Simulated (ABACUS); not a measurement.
# GaAs (F-43m) in ABACUS: settings compared, part 2 of 2

ABACUS 3.10.1.

## 3. Relaxation of cell and atoms, TM

run_abacus.py

```python
"""ABACUS run from a structure file: ASE reads it, the script writes STRU, KPT and INPUT."""
import re
import subprocess
from ase.io import read
from ase.units import Bohr

atoms = read("GaAs.cif")
atoms = atoms[(-atoms.numbers).argsort(kind="stable")]  # ABACUS lists atoms element by element
pseudo = {'As': 'As_ONCV_PBE-1.2.upf', 'Ga': 'Ga_ONCV_PBE-1.2.upf'}
orbital = {}
magmoms = None
kmesh = [5, 5, 5]
params = {
    'suffix': 'GaAs',
    'calculation': 'cell-relax',
    'basis_type': 'pw',
    'pseudo_dir': './',
    'symmetry': 1,
    'dft_functional': 'MGGA_X_TM+MGGA_C_TM',
    'ecutwfc': 97,
    'pseudo_rcut': 10,
    'nspin': 1,
    'nbands': 13,
    'ks_solver': 'dav',
    'smearing_method': 'fd',
    'smearing_sigma': 0.00367493,
    'scf_thr': 1e-08,
    'scf_nmax': 100,
    'mixing_type': 'broyden',
    'mixing_beta': 0.7,
    'cal_force': 1,
    'cal_stress': 1,
    'mixing_tau': 1,
    'relax_nmax': 60,
    'force_thr_ev': 0.005,
    'relax_method': 'cg',
    'out_stru': 1,
    'stress_thr': 0.5,
    'kpar': 4,
}

symbols = atoms.get_chemical_symbols()
elements = list(dict.fromkeys(symbols))
lines = ["ATOMIC_SPECIES"] + [f"{e} {atoms.get_masses()[symbols.index(e)]:.4f} {pseudo[e]}" for e in elements]
if orbital:
    lines += ["", "NUMERICAL_ORBITAL"] + [orbital[e] for e in elements]
lines += ["", "LATTICE_CONSTANT", f"{1 / Bohr:.10f}", "", "LATTICE_VECTORS"]
lines += [" ".join(f"{x:.10f}" for x in v) for v in atoms.cell]
lines += ["", "ATOMIC_POSITIONS", "Direct"]
for e in elements:
    lines += ["", e, "0.0", str(symbols.count(e))]
    for i, p in enumerate(atoms.get_scaled_positions(wrap=False)):
        if symbols[i] == e:
            mag = "" if magmoms is None else " mag " + " ".join(str(x) for x in (magmoms[i] if isinstance(magmoms[i], list) else [magmoms[i]]))
            lines.append(" ".join(f"{x:.10f}" for x in p) + " 1 1 1" + mag)
open("STRU", "w").write("\n".join(lines) + "\n")
open("KPT", "w").write("K_POINTS\n0\nGamma\n%d %d %d 0 0 0\n" % tuple(kmesh))
open("INPUT", "w").write("INPUT_PARAMETERS\n" + "".join(f"{k:<20s}{v}\n" for k, v in params.items()))

done = subprocess.run(['mpirun', '-np', '4', 'abacus'])
if done.returncode:
    raise SystemExit(done.returncode)
log = open("OUT.GaAs/running_cell-relax.log").read()
print("final energy (eV):", re.findall(r"FINAL_ETOT_IS (\S+)", log))
```

GaAs.cif

```cif
data_GaAs
_cell_length_a 3.99776961
_cell_length_b 3.99776961
_cell_length_c 3.99776961
_cell_angle_alpha 60.00000000
_cell_angle_beta 60.00000000
_cell_angle_gamma 60.00000000
_space_group_name_H-M_alt 'P1'
_space_group_name_Hall 'P 1'
_space_group_IT_number 1
loop_
_space_group_symop_operation_xyz
'x,y,z'
loop_
_atom_site_label
_atom_site_type_symbol
_atom_site_symmetry_multiplicity
_atom_site_Wyckoff_symbol
_atom_site_fract_x
_atom_site_fract_y
_atom_site_fract_z
_atom_site_occupancy
As1 As 1 a 0.7500000000 0.7500000000 0.7500000000 1
Ga1 Ga 1 a 0.0000000000 0.0000000000 0.0000000000 1
```

Potentials or basis: SG15 ONCV 1.2 PBE, plane waves.

The run is started by

```console
> OMP_NUM_THREADS=1 python run_abacus.py > log
```

It took 24 s on 4 MPI ranks of Intel Xeon Platinum 8488C (Sapphire Rapids), shared host; peak memory 0.48 GiB.

It converged, with:

* Free energy: -1954.6749 eV
* Relaxed volume: 22.50 Å³/atom
* Relaxed cell: a = 3.993 Å, b = 3.993 Å, c = 3.993 Å, α = 60.00°, β = 60.00°, γ = 60.00°
* Space group after relaxing (to 0.05 Å): F-43m (No. 216)
* Energy gained by relaxing: 0.1 meV/atom
* Ionic steps: 3
* Pressure after relaxing: 0.0 GPa
* Band gap on the k mesh: 0.68 eV, direct

Step by step:
```tsv
step	energy change (eV)	largest force (eV/Å)	pressure (GPa)	volume (Å³)
1	0.0000	0.0000	-0.26	45.18
2	-0.0001	0.0000	0.11	44.93
3	-0.0001	0.0000	0.00	45.01
```

Final structure:
```xyz
2
Lattice="3.9927 0.0000 0.0000 1.9963 3.4578 0.0000 1.9963 1.1526 3.2600" Properties=species:S:1:pos:R:3 pbc="T T T"
As    5.9890    3.4578    2.4450
Ga    0.0000    0.0000    0.0000
```

Levels at points of the mesh, in eV from the valence-band top:
```
           k point  band 6  band 7  band 8  band 9  band 10  band 11  band 12  band 13
(0.00, 0.00, 0.00)  -12.79    0.00    0.00    0.00     0.68     3.77     3.77     3.77
```

Caveat: the potentials were made for another functional, which shifts forces and pressure; an odd mesh through Γ misses points on the zone boundary, where band edges often lie.

## 4. Single point, revPBE

INPUT

```
INPUT_PARAMETERS
suffix              GaAs
calculation         scf
basis_type          pw
pseudo_dir          ./
symmetry            1
dft_functional      revpbe
ecutwfc             40
pseudo_rcut         10
nspin               1
nbands              22
ks_solver           dav
smearing_method     fd
smearing_sigma      0.00367493
scf_thr             1e-08
scf_nmax            100
mixing_type         broyden
mixing_beta         0.7
cal_force           1
cal_stress          1
ecutrho             320
out_chg             1
out_pot             2
out_elf             0
kpar                4
```

STRU

```
ATOMIC_SPECIES
As 74.9216 as_pbe_v1.uspp.F.UPF
Ga 69.7230 ga_pbe_v1.4.uspp.F.UPF

LATTICE_CONSTANT
1.8897261246

LATTICE_VECTORS
0.0000000000 2.8268500000 2.8268500000
2.8268500000 0.0000000000 2.8268500000
2.8268500000 2.8268500000 0.0000000000

ATOMIC_POSITIONS
Direct

As
0.0
1
0.7500000000 0.7500000000 0.7500000000 1 1 1

Ga
0.0
1
0.0000000000 0.0000000000 0.0000000000 1 1 1
```

KPT

```
K_POINTS
0
Gamma
6 6 6 0 0 0
```

Potentials or basis: GBRV ultrasoft 1.5 PBE, plane waves.

The run is started by

```console
> OMP_NUM_THREADS=1 mpirun -np 4 abacus > log
```

It took 56 s on 4 MPI ranks of AMD EPYC 7R43 (Zen 3), shared host; peak memory 0.64 GiB.

The run converged. Its results:

| Quantity | Value |
| --- | --- |
| Free energy | -6201.3014 eV |
| Pressure | 4.7 GPa |
| Band gap on the k mesh | 0.61 eV, direct |

Levels at points of the mesh, in eV from the valence-band top:
```csv
k point,band 8,band 9,band 10,band 11,band 12,band 13,band 14,band 15,band 16,band 17
"(0.00, 0.00, 0.00)",-14.66,-12.70,0.00,0.00,0.00,0.61,3.76,3.76,3.76,7.79
"(0.50, 0.50, 0.50)",-14.66,-10.94,-6.61,-1.14,-1.14,1.07,4.66,4.66,7.90,10.54
"(0.50, 0.50, 0.00)",-14.65,-10.20,-6.79,-2.67,-2.67,1.53,1.71,10.25,10.25,11.09
```

Caveat: the potentials were made for another functional, which shifts forces and pressure.

## 5. Relaxation of cell and atoms, revPBE

INPUT

```
INPUT_PARAMETERS
suffix              GaAs
calculation         cell-relax
basis_type          pw
pseudo_dir          ./
latname             fcc
symmetry            1
dft_functional      revpbe
ecutwfc             40
pseudo_rcut         10
nspin               1
nbands              16
ks_solver           dav
smearing_method     fd
smearing_sigma      0.00367493
scf_thr             1e-08
scf_nmax            100
mixing_type         broyden
mixing_beta         0.7
cal_force           1
cal_stress          1
ecutrho             320
relax_nmax          60
force_thr_ev        0.02
relax_method        cg
out_stru            1
stress_thr          1
kpar                4
```

STRU

```
ATOMIC_SPECIES
As 74.9216 as_pbe_v1.uspp.F.UPF
Ga 69.7230 ga_pbe_v1.4.uspp.F.UPF

LATTICE_CONSTANT
10.6839445908

ATOMIC_POSITIONS
Direct

As
0.0
1
0.2500000000 0.2500000000 0.2500000000 1 1 1

Ga
0.0
1
0.0000000000 0.0000000000 0.0000000000 1 1 1
```

KPT is that of step 4.

The run is started by

```console
> OMP_NUM_THREADS=1 mpirun -np 4 abacus > log
```

Run time: 96 s. Hardware: 4 MPI ranks of AMD EPYC 7R43 (Zen 3), shared host; peak memory 0.68 GiB.

It converged, with:

- Free energy: -6201.3439 eV
- Relaxed volume: 24.23 Å³/atom
- Relaxed cell: a = 4.092 Å, b = 4.092 Å, c = 4.092 Å, α = 60.00°, β = 60.00°, γ = 60.00°
- Space group after relaxing (to 0.05 Å): F-43m (No. 216)
- Energy gained by relaxing: 21.2 meV/atom
- Ionic steps: 3
- Pressure after relaxing: 0.0 GPa
- Band gap on the k mesh: 0.10 eV, direct

The path:
```
step  energy change (eV)  largest force (eV/Å)  pressure (GPa)  volume (Å³)
   1              0.0000                0.0000            4.45        45.18
   2             -0.0385                0.0000           -1.11        49.57
   3             -0.0425                0.0000            0.01        48.46
```

Final structure:
```
As Ga
1.0
    -2.89359    0.00000    2.89359
     0.00000    2.89359    2.89359
    -2.89359    2.89359    0.00000
As Ga
1 1
Direct
  0.25000 0.25000 0.25000
  0.00000 0.00000 0.00000
```

Levels at points of the mesh, in eV from the valence-band top:
```csv
k point,band 8,band 9,band 10,band 11,band 12,band 13,band 14
"(0.00, 0.00, 0.00)",-14.57,-12.22,0.00,0.00,0.00,0.10,3.74
"(0.50, 0.50, 0.50)",-14.57,-10.66,-6.25,-1.04,-1.04,0.88,4.64
"(0.50, 0.50, 0.00)",-14.56,-10.01,-6.48,-2.43,-2.43,1.67,1.74
```

Caveat: the potentials were made for another functional, which shifts forces and pressure.

## 6. Summary

| task | level | potentials or basis | cell | k mesh | cutoff (eV) | max steps of the relaxation | force threshold | optimiser | stress threshold | gap on the mesh (eV) | pressure (GPa) | relaxed volume (Å³/atom) |
| --- | --- | --- | --- | --- | --- | --- | --- | --- | --- | --- | --- | --- |
| single point | TM | SG15 ONCV 1.2 PBE, plane waves | as given | 5 × 5 × 5 | 1320 | - | - | - | - | 0.65 | -0.3 | - |
| relaxation of cell and atoms | TM | SG15 ONCV 1.2 PBE, plane waves | relaxed | 5 × 5 × 5 | 1320 | 60 | 0.005 eV/Å | cg | 0.5 kbar | 0.68 | 0.0 | 22.50 |
| single point | revPBE | GBRV ultrasoft 1.5 PBE, plane waves | as given | 6 × 6 × 6 | 544 | - | - | - | - | 0.61 | 4.7 | - |
| relaxation of cell and atoms | revPBE | GBRV ultrasoft 1.5 PBE, plane waves | relaxed | 6 × 6 × 6 | 544 | 60 | 0.02 eV/Å | cg | 1 kbar | 0.10 | 0.0 | 24.23 |

Alike in all rows: no spin polarisation; smearing fermi-dirac 0.05 eV.

Caveats: the potentials were made for another functional, which shifts forces and pressure; an odd mesh through Γ misses points on the zone boundary, where band edges often lie (some runs).

Absolute energies hang on the potentials; compare differences alone.

## 7. How close it comes

Step 2. The gap isn't set beside the deposited one, since this odd mesh misses points on the zone boundary.

Step 4. Measured gap of GaAs: 1.412 eV (direct; 300 K; “Evidence of valence band perturbations in GaAsN/GaAs(001): A combined variable-angle spectroscopic ellipsometry and modulated photoreflectance investigation”, 2008, arxiv:0805.2212). This calculation gives 0.61 eV (-0.80 eV). 3 values of this kind are on record (1.412 to 1.51 eV); this one was drawn at random among those near their median, those with a stated uncertainty first. Spin-orbit coupling on As, Ga is left out. The value is that of revPBE on a finite k mesh, which can miss the band edges, without temperature or zero-point motion. Semilocal functionals fall short of measured gaps as a rule.
